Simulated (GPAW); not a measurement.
Set up this calculation in GPAW 26.7.0, as an ASE script.

```yaml
Task: single point
Functional: PBE
Potentials_or_basis: GPAW PAW data sets (gpaw-data 1.2.1)
Cutoff: 800 eV
Basis: pw
k_mesh: 10 × 10 × 8
Occupations: gaussian, width 0.016 eV
Spin: no spin polarisation
Maxiter: 150
```

The structure of ZrB2 lies in POSCAR:

```
ZrB2
1.0
    3.1700000000      0.0000000000      0.0000000000
   -1.5850000000      2.7453005300      0.0000000000
    0.0000000000      0.0000000000      3.5330000000
Zr B
1 2
Direct
    0.0000000000      0.0000000000      0.0000000000
    0.6666666667      0.3333333333      0.5000000000
    0.3333333333      0.6666666667      0.5000000000
```

These files were run (other wordings do the same):

run.py

```python
from ase.dft.bandgap import bandgap
from ase.io import read, write
from ase.units import GPa
from gpaw import GPAW, PW

atoms = read('POSCAR')

calc = GPAW(mode=PW(800),
            xc='PBE',
            kpts={'size': (10, 10, 8), 'gamma': True},
            occupations={'name': 'methfessel-paxton', 'order': 0, 'width': 0.016},
            nbands=20,
            convergence={'density': 1e-05, 'energy': 1e-05},
            maxiter=150,
            txt='gpaw.txt')
atoms.calc = calc
energy = atoms.get_potential_energy()
forces = atoms.get_forces()
stress = atoms.get_stress()
calc.write('gs.gpw')
write('result.traj', atoms)
print(f'Energy: {energy:.6f} eV')
print('Forces (eV/A):')
print(forces.round(4))
print('Stress (GPa):', (stress / GPa).round(3))
print('Fermi level:', round(calc.get_fermi_level(), 4), 'eV')
print(f'Gap: {bandgap(calc)[0]:.4f} eV, direct: {bandgap(calc, direct=True)[0]:.4f} eV')
```

Potentials or basis: GPAW PAW data sets (gpaw-data 1.2.1), pw.

Launch:

```bash
$ OMP_NUM_THREADS=1 python run.py
```

Results of the run:

The pressure is -0.1 GPa and the band gap on the k mesh is none (metal or under the smearing width).

Wall time 41 s on 1 thread of Arm Neoverse V1 (shared host), peak memory 0.19 GiB.
